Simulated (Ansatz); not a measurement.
# BN: the cost of one run

Computed with Ansatz 0.2.0 (DFT PBEsol, scalar-relativistic, plane waves, PAW, unless a step's input says otherwise).

2 further runs of the same task are left out: 2 set aside as unsound or not needed.

**1. The system as given**

The structure is hexagonal, space group P6_3/mmc (No. 194). The conventional cell has a = 2.504 Å, b = 2.504 Å, c = 7.019 Å, α = 90.00°, β = 90.00°, γ = 120.00°. B (site symmetry -6m2) has 3 N at 1.45 Å as nearest neighbours. N (site symmetry -6m2) has 3 B at 1.45 Å as nearest neighbours.

Structure file:

```cif
data_structure
_symmetry_space_group_name_H-M 'P 1'
_symmetry_Int_Tables_number 1
_cell_length_a 2.5043
_cell_length_b 2.5043
_cell_length_c 7.0191
_cell_angle_alpha 90.000
_cell_angle_beta 90.000
_cell_angle_gamma 120.000
_cell_volume 38.12
loop_
_atom_site_label
_atom_site_type_symbol
_atom_site_fract_x
_atom_site_fract_y
_atom_site_fract_z
_atom_site_occupancy
B1 B 0.33333 0.66667 0.25000 1
B2 B 0.66667 0.33333 0.75000 1
N1 N 0.33333 0.66667 0.75000 1
N2 N 0.66667 0.33333 0.25000 1
```

It is the result of an earlier relaxation at this level (volume 9.53 Å³/atom; gap on the mesh: 4.27 eV).

The bulk reference comes from a run made before at the same settings: -266.8897 eV/atom.

**2. Cutting the (001) slab**

Miller indices refer to the conventional cell of the relaxed bulk, P6_3/mmc (No. 194): a = 2.504 Å, b = 2.504 Å, c = 7.019 Å, α = 90.00°, β = 90.00°, γ = 120.00°.

Cut from the relaxed bulk: a (001) slab, 7.0 Å thick as cut, with 15 Å of vacuum; its outer planes are BN (top) and BN (bottom).

The slab as cut. Its planes from the bottom up:

| plane | atoms per cell | height over the lowest (Å) |
| --- | --- | --- |
| 1 | BN | 0.00 |
| 2 | BN | 3.51 |
| 3 | BN | 7.02 |

**3. Single point on the unrelaxed (001) slab**

A dipole layer in the vacuum cancels the field that periodic copies would set up if the slab's two faces differ.

The input, input.yaml:

```yaml
crystal:
  lattice:
    - [2.5043488508, 0.0, 0.0]
    - [-1.2521744254, 2.1688297247, 0.0]
    - [0.0, 0.0, 22.0190941495]
  atoms:
    - { symbol: B, position: [0.3333333333, 0.6666666667, 0.3406134671] }
    - { symbol: "N", position: [0.6666666667, 0.3333333333, 0.3406134671] }
    - { symbol: B, position: [0.6666666667, 0.3333333333, 0.5] }
    - { symbol: "N", position: [0.3333333333, 0.6666666667, 0.5] }
    - { symbol: B, position: [0.3333333333, 0.6666666667, 0.6593865329] }
    - { symbol: "N", position: [0.6666666667, 0.3333333333, 0.6593865329] }
basis:
  ecutwfc: 420
kpoints:
  mp_grid: { grid: [12, 12, 1] }
hamiltonian:
  xc: pbesol
scf:
  occupations: { method: gaussian, width: 0.05 }
output:
  forces: true
  stress: true
  eigenvalues: true
  write_density: true
  write_potential: true
  elf: true
  volumetric_format: npy
efield:
  axis: 3
  dipole_correction: true
  ramp_width: 0.04
```

Run with:

```bash
$ ansatz run input.yaml --threads 1 --pin off --max-ram 2560MiB --backend cpu --events-out ev --progress --plain --runs-dir out
```

Q: Estimate wall time and peak memory on 1 thread of Arm Neoverse V1, shared host.

About 8.8 s, with a peak of 0.31 GiB.
